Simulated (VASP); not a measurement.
# Fe2O3 (Hematite) (R-3c) in VASP: further runs

Runs on Fe2O3 (Hematite). Level: r2SCAN. Tasks: relaxation of cell and atoms.

Everything below comes from runs of VASP 6.6.1. Logs are shortened: lines on timing, memory, paths and dates and some standing lists are left out, and cuts for length are marked.

**1. Starting point**

The structure is trigonal, space group R-3c (No. 167). The conventional cell has a = 5.038 Å, b = 5.038 Å, c = 13.772 Å, α = 90.00°, β = 90.00°, γ = 120.00°. Fe (site symmetry 3) is surrounded by 6 O at 1.95 to 2.12 Å. O (site symmetry 2) is surrounded by 4 Fe at 1.95 to 2.12 Å.

**2. Relaxation of cell and atoms, r2SCAN, collinear spin, ferromagnetic start**

Contents of INCAR:

```
SYSTEM = Fe2O3
ALGO = Normal
AMIX = 0.2
AMIX_MAG = 0.8
BMIX = 1E-4
BMIX_MAG = 1E-4
EDIFF = 1E-6
EDIFFG = -0.01
ENCUT = 600
IBRION = 2
ISIF = 3
ISMEAR = 1
ISPIN = 2
KPAR = 4
LASPH = .TRUE.
LCHARG = .FALSE.
LMAXMIX = 4
LMIXTAU = .TRUE.
LORBIT = 11
LREAL = .FALSE.
LWAVE = .FALSE.
MAGMOM = 5 5 5 5 0 0 0 0 0 0
METAGGA = R2SCAN
NELM = 150
NSW = 90
PREC = Accurate
SIGMA = 0.1
```

Contents of KPOINTS:

```
k-points
0
G
  9 9 9
  0 0 0
```

Contents of POSCAR:

```
Fe2O3
1.0
    2.5190000000      1.4543453300      4.5906666700
   -2.5190000000      1.4543453300      4.5906666700
    0.0000000000     -2.9086906600      4.5906666700
Fe O
4 6
Direct
    0.3553000000      0.3553000000      0.3553000000
    0.1447000000      0.1447000000      0.1447000000
    0.6447000000      0.6447000000      0.6447000000
    0.8553000000      0.8553000000      0.8553000000
    0.5559000000      0.9441000000      0.2500000000
    0.2500000000      0.5559000000      0.9441000000
    0.9441000000      0.2500000000      0.5559000000
    0.4441000000      0.0559000000      0.7500000000
    0.7500000000      0.4441000000      0.0559000000
    0.0559000000      0.7500000000      0.4441000000
```

Potentials or basis: VASP PAW PBE potentials, release 64 (Fe, O).

Command:

```bash
> cat potpaw_PBE.64/Fe/POTCAR potpaw_PBE.64/O/POTCAR > POTCAR
> mpirun -np 4 vasp_std > vasp.out
```

OUTCAR:

```text
SYSTEM = Fe2O3
   AMIX = 0.2
   AMIX_MAG = 0.8
   EDIFF = 1E-6
   EDIFFG = -0.01
   ENCUT = 600
   IBRION = 2
   ISIF = 3
   ISMEAR = 1
   ISPIN = 2
   LASPH = .TRUE.
   LORBIT = 11
   LREAL = .FALSE.
   METAGGA = R2SCAN
   NELM = 150
   NSW = 90
   PREC = Accurate

 ion  position               nearest neighbor table
   1  0.355  0.355  0.355-  10 1.95   8 1.95   9 1.95   5 2.12   6 2.12   7 2.12   2 2.90   3 2.97
                             3 2.97   3 2.97
   2  0.145  0.145  0.145-   9 1.95   8 1.95  10 1.95   5 2.12   7 2.12   6 2.12   1 2.90   4 2.97
                             4 2.97   4 2.97
   3  0.645  0.645  0.645-   7 1.95   5 1.95   6 1.95   8 2.12   9 2.12  10 2.12   4 2.90   1 2.97
                             1 2.97   1 2.97
   4  0.855  0.855  0.855-   6 1.95   5 1.95   7 1.95   8 2.12  10 2.12   9 2.12   3 2.90   2 2.97
                             2 2.97   2 2.97
   5  0.556  0.944  0.250-   3 1.95   4 1.95   1 2.12   2 2.12
   6  0.250  0.556  0.944-   4 1.95   3 1.95   1 2.12   2 2.12
   7  0.944  0.250  0.556-   3 1.95   4 1.95   2 2.12   1 2.12
   8  0.444  0.056  0.750-   1 1.95   2 1.95   3 2.12   4 2.12
   9  0.750  0.444  0.056-   2 1.95   1 1.95   3 2.12   4 2.12
  10  0.056  0.750  0.444-   1 1.95   2 1.95   4 2.12   3 2.12

  LATTYP: Found a trigonal (rhomboedric) cell.
 ALAT       =     5.4345838676
 COS(alpha) =     0.5703114898

  Lattice vectors:

 A1 = (   2.5190000000,   1.4543453300,   4.5906666700)
 A2 = (  -2.5190000000,   1.4543453300,   4.5906666700)
 A3 = (   0.0000000000,  -2.9086906600,   4.5906666700)

Analysis of symmetry for initial positions (statically):
=====================================================================
 Subroutine PRICEL returns:
 Original cell was already a primitive cell.

 Routine SETGRP: Setting up the symmetry group for a
 trigonal (rhombohedral) supercell.

 Subroutine GETGRP returns: Found 12 space group operations
 (whereof  6 operations were pure point group operations)
 out of a pool of 12 trial point group operations.

The static configuration has the point symmetry S_6 .
 The point group associated with its full space group is D_3d.

Analysis of symmetry for dynamics (positions and initial velocities):
=====================================================================
 Subroutine PRICEL returns:
 Original cell was already a primitive cell.

 Routine SETGRP: Setting up the symmetry group for a
 trigonal (rhombohedral) supercell.

 Subroutine GETGRP returns: Found 12 space group operations
 (whereof  6 operations were pure point group operations)
 out of a pool of 12 trial point group operations.

The dynamic configuration has the point symmetry S_6 .
 The point group associated with its full space group is D_3d.

Analysis of structural, dynamic, and magnetic symmetry:
=====================================================================
 Subroutine PRICEL returns:
 Original cell was already a primitive cell.

 Routine SETGRP: Setting up the symmetry group for a
 trigonal (rhombohedral) supercell.

 Subroutine GETGRP returns: Found 12 space group operations
 (whereof  6 operations were pure point group operations)
 out of a pool of 12 trial point group operations.

The overall configuration has the point symmetry S_6 .
 The point group associated with its full space group is D_3d.

 Subroutine INISYM returns: Found 12 space group operations
 (whereof  6 operations are pure point group operations),
 and found     1 'primitive' translations

----------------------------------------------------------------------------------------

                                     Primitive cell

  volume of cell :     100.9073

  direct lattice vectors                    reciprocal lattice vectors
     2.519000000  1.454345330  4.590666670     0.198491465  0.114599101  0.072611095
    -2.519000000  1.454345330  4.590666670    -0.198491465  0.114599101  0.072611095
     0.000000000 -2.908690660  4.590666670     0.000000000 -0.229198201  0.072611095

  length of vectors
     5.434583868  5.434583868  5.434583869     0.240425012  0.240425012  0.240425012

  position of ions in fractional coordinates (direct lattice)
[... 89 lines left out ...]
   ISPIN  =      2    spin polarized calculation?
   LNONCOLLINEAR =      F non collinear calculations
   LSORBIT =      F    spin-orbit coupling
   LASPH  =      T    aspherical Exc in radial PAW
   ENCUT  =  600.0 eV  44.10 Ry    6.64 a.u.  10.85 10.85 10.85*2*pi/ulx,y,z
   NELM   =    150;   NELMIN=  2; NELMDL= -5     # of ELM steps
   EDIFF  = 0.1E-05   stopping-criterion for ELM
   LREAL  =      F    real-space projection
   EDIFFG = -.1E-01   stopping-criterion for IOM
   NSW    =     90    number of steps for IOM
   IBRION =      2    ionic relax: 0-MD 1-quasi-New 2-CG
   NFREE  =      1    steps in history (QN), initial steepest desc. (CG)
   ISIF   =      3    stress and relaxation
   ISYM   =      2    0-nonsym 1-usesym 2-fastsym
   POTIM  = 0.5000    time-step for ionic-motion
   TEBEG  =    0.0;   TEEND  =   0.0 temperature during run
   PSTRESS=    0.0 pullay stress
   NELECT =      68.0000    total number of electrons
   NUPDOWN=      -1.0000    fix difference up-down
   EMIN   =  10.00;   EMAX   =-10.00  energy-range for DOS
   EFERMI =   0.00;   METHOD = LEGACY
   ISMEAR =     1;   SIGMA  =   0.10  broadening in eV -4-tet -1-fermi 0-gaus
   EFERMI_NEDOS =   21; number of points for ismear=-14 and -15
   IALGO  =     38    algorithm
   IMIX   =      4    mixing-type and parameters
     AMIX     =   0.20;   BMIX     =  0.00
     AMIX_MAG =   0.80;   BMIX_MAG =  0.00
  volume/ion in A,a.u.               =      10.09        68.10
  Fermi-wavevector in a.u.,A,eV,Ry     =   1.435281  2.712288 28.028426  2.060031
  Thomas-Fermi vector in A             =   2.554597
   LORBIT       =     11    0 simple, 1 ext, 2 COOP (PROOUT), +10 PAW based schemes
   METAGGA = R2SCAN    functional components
   LHFCALC =     F    Hartree Fock is set to
   AEXX    =    0.0000 exact exchange contribution
   IVDW    =     0    specifies the selected vdW correction
   LEPSILON=     F    determine dielectric tensor
   LRPA    =     F    only Hartree local field effects (RPA)
 conjugate gradient relaxation of ions
 spin polarized calculation
 Methfessel and Paxton  Order N= 1 SIGMA  =   0.10
  energy-cutoff  :      600.00
  volume of cell :      100.91
 maximum number of plane-waves:      3390
 NGX is ok and might be reduce to    48
   NGX = 21   NGY = 21   NGZ = 21

--------------------------------------- Ionic step        1  -------------------------------------------

 number of electron      68.0000009 magnetization      20.0009438

 Free energy of the ion-electron system (eV)
  ---------------------------------------------------
  ext. energy  EPLUGINS =         0.00000000
  ---------------------------------------------------
  free energy    TOTEN  =      -108.43946549 eV

  energy without entropy =     -108.44020085  energy(sigma->0) =     -108.43971061

------------------------ aborting loop because EDIFF is reached ----------------------------------------

  FORCE on cell =-STRESS in cart. coord.  units (eV):
  Direction    XX          YY          ZZ          XY          YZ          ZX
  --------------------------------------------------------------------------------------
  -------------------------------------------------------------------------------------
  Total        3.7447528      3.7447528      1.7735033      0.0000000     -0.0000000      0.0000000
  in kB       59.4580989     59.4580991     28.1591716      0.0000000     -0.0000000      0.0000000
  external PRESSURE =      49.0251232 kB  Pullay stress =       0.0000000 kB
[... 207 lines left out ...]
--------------------------------------- Ionic step        6  -------------------------------------------

 number of electron      68.0000008 magnetization      20.0000176

 Free energy of the ion-electron system (eV)
  ---------------------------------------------------
  ext. energy  EPLUGINS =         0.00000000
  ---------------------------------------------------
  free energy    TOTEN  =      -108.47982755 eV

  energy without entropy =     -108.48051778  energy(sigma->0) =     -108.48005763

 E-fermi :   3.7824     XC(G=0): -12.1235

 val. band max:        3.7686614841   @ k =   0.0000   0.0000   0.0000
 cond. band min:       4.0687203983   @ k =  -0.3333   0.2222   0.0000
 fundamental gap:      0.3000589141
 Fermi energy:         3.7823624224

 spin component 1

 k-point     1 :       0.0000    0.0000    0.0000
  band No.  band energies     occupation
      1     -16.9534      1.00000
      2     -15.5078      1.00000
      3     -15.4744      1.00000
      4     -15.4744      1.00000
      5     -15.4492      1.00000
      6     -15.4492      1.00000
[... 1165 lines left out ...]
     45      11.3324      0.00000
     46      12.4126      0.00000

 [... further k-points ...]

 spin component 2

 k-point     1 :       0.0000    0.0000    0.0000
  band No.  band energies     occupation
      1     -16.0520      1.00000
      2     -14.4852      1.00000
      3     -14.4040      1.00000
      4     -14.4040      1.00000
      5     -14.4012      1.00000
      6     -14.4012      1.00000
[... 1165 lines left out ...]
     45      12.7313      0.00000
     46      13.9585      0.00000

 [... further k-points ...]

 [bands above 46 left out]

------------------------ aborting loop because EDIFF is reached ----------------------------------------

  FORCE on cell =-STRESS in cart. coord.  units (eV):
  Direction    XX          YY          ZZ          XY          YZ          ZX
  --------------------------------------------------------------------------------------
  -------------------------------------------------------------------------------------
  Total        0.0615426      0.0615426     -0.0229531      0.0000000      0.0000000      0.0000000
  in kB        0.9573190      0.9573190     -0.3570442      0.0000000      0.0000000      0.0000000
  external PRESSURE =       0.5191979 kB  Pullay stress =       0.0000000 kB
[... 25 lines left out ...]
  FREE ENERGIE OF THE ION-ELECTRON SYSTEM (eV)
  ---------------------------------------------------
  free  energy   TOTEN  =      -108.4798275510 eV

  energy  without entropy=     -108.4805177815  energy(sigma->0) =     -108.48005763

 reached required accuracy - stopping structural energy minimisation

 total charge

# of ion       s       p       d       tot
------------------------------------------
    1        0.365   0.534   5.773   6.671
    2        0.365   0.534   5.773   6.671
    3        0.365   0.534   5.773   6.671
    4        0.365   0.534   5.773   6.671
    5        1.561   3.497   0.000   5.058
    6        1.561   3.497   0.000   5.058
    7        1.561   3.497   0.000   5.058
    8        1.561   3.497   0.000   5.058
    9        1.561   3.497   0.000   5.058
   10        1.561   3.497   0.000   5.058
--------------------------------------------------
tot         10.828  23.114  23.091  57.033

 magnetization (x)

# of ion       s       p       d       tot
------------------------------------------
    1        0.026   0.037   4.121   4.183
    2        0.026   0.037   4.121   4.183
    3        0.026   0.037   4.121   4.183
    4        0.026   0.037   4.121   4.183
    5        0.029   0.415   0.000   0.444
    6        0.029   0.415   0.000   0.444
    7        0.029   0.415   0.000   0.444
    8        0.029   0.415   0.000   0.444
    9        0.029   0.415   0.000   0.444
   10        0.029   0.415   0.000   0.444
--------------------------------------------------
tot          0.277   2.639  16.482  19.398
```

It took 71 min on 4 MPI ranks of Intel Xeon Platinum 8488C (Sapphire Rapids), shared host; peak memory 0.99 GiB.

What came out:

```
Free energy                                           : -108.4798 eV
Relaxed volume                                        : 10.30 Å³/atom
Relaxed cell                                          : a = 5.451 Å, b = 5.451 Å, c = 5.451 Å, α = 55.66°, β = 55.66°, γ = 55.66°
Space group after relaxing (to 0.05 Å)                : R-3c (No. 167)
Energy gained by relaxing                             : 4.0 meV/atom
Ionic steps                                           : 6
Pressure after relaxing                               : 0.1 GPa
Largest force after relaxing                          : 0.008 eV/Å
Band gap on the k mesh                                : 0.30 eV, indirect (least direct gap 0.59 eV)
Net moment                                            : 20.00 μB per cell
Site moments                                          : Fe +4.18; O +0.44 μB
Valence electrons inside the program's atomic spheres : Fe 6.67; O 5.06
```

Forces on the atoms (eV/Å):
```
Fe   0.000  0.000  0.008
Fe   0.000  0.000 -0.008
Fe   0.000  0.000 -0.008
Fe   0.000  0.000  0.008
O    0.001  0.000  0.000
O   -0.001  0.001  0.000
O   -0.001 -0.001  0.000
O   -0.001  0.000  0.000
O    0.001 -0.001  0.000
O    0.001  0.001  0.000
```

The path:
```csv
step,energy change (eV),largest force (eV/Å),pressure (GPa),volume (Å³)
1,0.0000,0.1116,4.90,100.91
2,-0.0028,0.0173,-4.84,105.48
3,-0.0384,0.0426,-0.28,103.21
4,-0.0384,0.0434,-0.18,103.16
5,-0.0401,0.0090,-0.04,103.05
6,-0.0404,0.0082,0.05,103.00
```

Final structure:
```yaml
crystal:
  lattice:
    - [2.54484, 1.46926, 4.59111]
    - [-2.54484, 1.46926, 4.59111]
    - [0.00000, -2.93853, 4.59111]
  atoms:
    - { symbol: Fe, position: [0.35490, 0.35490, 0.35490] }
    - { symbol: Fe, position: [0.14510, 0.14510, 0.14510] }
    - { symbol: Fe, position: [0.64510, 0.64510, 0.64510] }
    - { symbol: Fe, position: [0.85490, 0.85490, 0.85490] }
    - { symbol: O, position: [0.55559, 0.94441, 0.25000] }
    - { symbol: O, position: [0.25000, 0.55559, 0.94441] }
    - { symbol: O, position: [0.94441, 0.25000, 0.55559] }
    - { symbol: O, position: [0.44441, 0.05559, 0.75000] }
    - { symbol: O, position: [0.75000, 0.44441, 0.05559] }
    - { symbol: O, position: [0.05559, 0.75000, 0.44441] }
```

Caveat: the PAW data sets were made with another functional, which shifts forces and pressure a little; an odd mesh through Γ misses points on the zone boundary, where band edges often lie; only a ferromagnetic start was run, and an antiferromagnetic order may lie lower in energy. Zero-point motion and thermal expansion aren't in these numbers.

(Part 1 of 2 ends here.)
